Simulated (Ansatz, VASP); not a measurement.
## One calculation of HfH3, two programs

```xyz
4
Lattice="3.0638 0.0000 0.0000 0.0000 3.0638 0.0000 0.0000 0.0000 3.0638" Properties=species:S:1:pos:R:3 pbc="T T T"
Hf    0.0000    0.0000    0.0000
H     0.0000    1.5319    1.5319
H     1.5319    0.0000    1.5319
H     1.5319    1.5319    0.0000
```

The cell comes from a database or a generator and needn't be the stable form of this composition.

Alike in both runs: task single point; functional PBEsol; k mesh 8 × 8 × 8; occupations fermi-dirac, width 0.05 eV; no spin polarisation.

|  | VASP | Ansatz |
| --- | --- | --- |
| version | VASP 6.6.1 | Ansatz 0.2.0 |
| potentials or method | VASP PAW PBE potentials, release 64 (Hf_pv, H) | plane waves, PAW |
| plane-wave cutoff (eV) | 520 | 500 |
| valence electrons in the cell | 13 | 29 |

```csv
,VASP,Ansatz,Ansatz less VASP
pressure (GPa),-2.2,-1.4,+0.75
```

The two sets of potentials don't hold the same shells in valence.

Caveats: the PAW data sets were made with another functional, which shifts forces and pressure a little (VASP). The runs have no spin-orbit coupling, so splittings on Hf are missing.
